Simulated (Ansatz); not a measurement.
# TiB2: pressure against volume

One table from this session's results is given with a row withheld; the runs are named, their logs left out.

Computed with Ansatz 0.2.0 (DFT PBEsol, scalar-relativistic, unless a step's input says otherwise).

## The starting structure

It takes space group P6/mmm (No. 191, hexagonal). The conventional cell has a = 3.029 Å, b = 3.029 Å, c = 3.228 Å, α = 90.00°, β = 90.00°, γ = 120.00°. Ti (site symmetry 6/mmm) has 12 B at 2.38 Å in its first shell of neighbours. B (site symmetry -6m2) is surrounded by 3 B at 1.75 Å and 6 Ti at 2.38 Å.

Structure file:

```cif
data_structure
_symmetry_space_group_name_H-M 'P 1'
_symmetry_Int_Tables_number 1
_cell_length_a 3.0292
_cell_length_b 3.0292
_cell_length_c 3.2284
_cell_angle_alpha 90.000
_cell_angle_beta 90.000
_cell_angle_gamma 120.000
_cell_volume 25.66
loop_
_atom_site_label
_atom_site_type_symbol
_atom_site_fract_x
_atom_site_fract_y
_atom_site_fract_z
_atom_site_occupancy
Ti1 Ti 0.00000 0.00000 0.00000 1
B1 B 0.33333 0.66667 0.50000 1
B2 B 0.66667 0.33333 0.50000 1
```

Atoms are numbered in the order of the input: Ti1, B2, B3.

Set-up of the first run:

input.yaml

```yaml
crystal:
  lattice:
    - [2.9882580721, 0.0, 0.0]
    - [-1.4941290361, 2.5879074035, 0.0]
    - [0.0, 0.0, 3.1847676243]
  atoms:
    - { symbol: Ti, position: [0.0, 0.0, 0.0] }
    - { symbol: B, position: [0.3333333333, 0.6666666667, 0.5] }
    - { symbol: B, position: [0.6666666667, 0.3333333333, 0.5] }
kpoints:
  mp_grid: { grid: [14, 14, 11] }
  band_path:
    path:
      - [0.0, 0.0, 0.0]
      - [0.5, 0.0, 0.0]
      - [0.3333333333, 0.3333333333, 0.0]
      - [0.0, 0.0, 0.0]
      - [0.0, 0.0, 0.5]
      - [0.5, 0.0, 0.5]
      - [0.3333333333, 0.3333333333, 0.5]
      - [0.0, 0.0, 0.5]
      - [0.5, 0.0, 0.5]
    npoints: 5
scf:
  occupations: { method: fermi_dirac, width: 0.03 }
hamiltonian:
  xc: pbesol
  pseudopotentials: { kind: all_electron, lapw: { basis_error: 0.001 } }
output:
  forces: true
  stress: true
  eigenvalues: true
```

Launch:

```
ansatz run input.yaml --threads 1 --pin off --max-ram 4096MiB --backend cpu --events-out ev --progress --plain --runs-dir out
```

Among the steps run: Volume × 0.96, LAPW; Volume × 0.96, PAW; Volume × 0.96, crystal datasets; Volume × 0.99, LAPW; Volume × 0.99, PAW; Volume × 0.99, crystal datasets; Volume × 1.02, LAPW; Volume × 1.02, PAW; Volume × 1.02, crystal datasets; Volume × 1.06, LAPW; Volume × 1.06, PAW; Volume × 1.06, crystal datasets.

One of the session's tables, all rows but one given; the rest of the session is left out.

It belongs to the step «The equation of state». 

| method | volume (Å³/atom) | pressure (GPa) |
| --- | --- | --- |
| LAPW | 8.210 | 5.74 |
| LAPW | 8.466 | -2.65 |
| LAPW | 8.723 | -9.89 |
| LAPW | 9.065 | -18.02 |
| PAW | 8.210 | 5.77 |
| PAW | 8.466 | -2.62 |
| PAW | 8.723 | ? |
| PAW | 9.065 | -17.99 |
| crystal datasets | 8.210 | 5.74 |
| crystal datasets | 8.466 | -2.65 |
| crystal datasets | 8.723 | -9.89 |
| crystal datasets | 9.065 | -18.02 |

Q: Estimate the row for PAW, 8.723 from the others.

The run gave: pressure (GPa): -9.86. In the column «pressure (GPa)» it lies between crystal datasets, 8.723 (-9.89) and LAPW, 8.466 (-2.65).

Caveats from the session: Shape and positions are held, so a fully relaxed modulus can be lower. Warnings in the runs' records: crystal datasets made.
